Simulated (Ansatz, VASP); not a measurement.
**AgI: VASP beside Ansatz**

File INCAR:

```
SYSTEM = AgI
PREC = Accurate
ENCUT = 520
EDIFF = 1E-6
ISMEAR = 0
SIGMA = 0.1
LREAL = .FALSE.
LASPH = .TRUE.
NELM = 100
ALGO = Normal
ISIF = 2
LWAVE = .FALSE.
LCHARG = .FALSE.
GGA = PE
IVDW = 12
NBANDS = 16
```

Contents of KPOINTS:

```
Automatic mesh
0
G
  4 4 4
  0 0 0
```

POSCAR

```
AgI
1.0
    0.0000000000      3.2820956700      3.2820956700
    3.2820956700      0.0000000000      3.2820956700
    3.2820956700      3.2820956700      0.0000000000
Ag I
1 1
Direct
    0.0000000000      0.0000000000      0.0000000000
    0.7500000000      0.7500000000      0.7500000000
```

Input for Ansatz:

```yaml
crystal:
  lattice:
    - [0.0, 3.28209567, 3.28209567]
    - [3.28209567, 0.0, 3.28209567]
    - [3.28209567, 3.28209567, 0.0]
  atoms:
    - { symbol: Ag, position: [0.0, 0.0, 0.0] }
    - { symbol: I, position: [0.75, 0.75, 0.75] }
basis:
  ecutwfc: 420
kpoints:
  mp_grid: { grid: [4, 4, 4] }
hamiltonian:
  xc: pbe
  dispersion: d3bj
scf:
  occupations: { method: gaussian, width: 0.1 }
  lower_state_search: "off"
output:
  forces: true
  stress: true
  eigenvalues: true
```

Alike in both runs: task single point; functional PBE; dispersion D3(BJ); k mesh 4 × 4 × 4; occupations gaussian, width 0.1 eV; no spin polarisation.

|  | VASP | Ansatz |
| --- | --- | --- |
| version | VASP 6.6.1 | Ansatz 0.2.0 |
| potentials or method | VASP PAW PBE potentials, release 64 (Ag, I) | scalar-relativistic, plane waves, PAW |
| plane-wave cutoff (eV) | 520 | 420 |
| valence electrons in the cell | 18 | 36 |

Ansatz gave:

```
gap on the k mesh at the Fermi level (eV) : 1.34
least direct gap on the mesh (eV)         : 1.34
pressure (GPa)                            : -0.7
```

Problem. Estimate VASP's values.

Solution. gap on the k mesh at the Fermi level (eV): 1.34; least direct gap on the mesh (eV): 1.34; pressure (GPa): -0.8.

The two sets of potentials don't hold the same shells in valence.

Caveats: spin-orbit coupling is left out, which moves the levels of the heavy elements. PBE gaps usually lie below the measured ones, often by a third to a half.
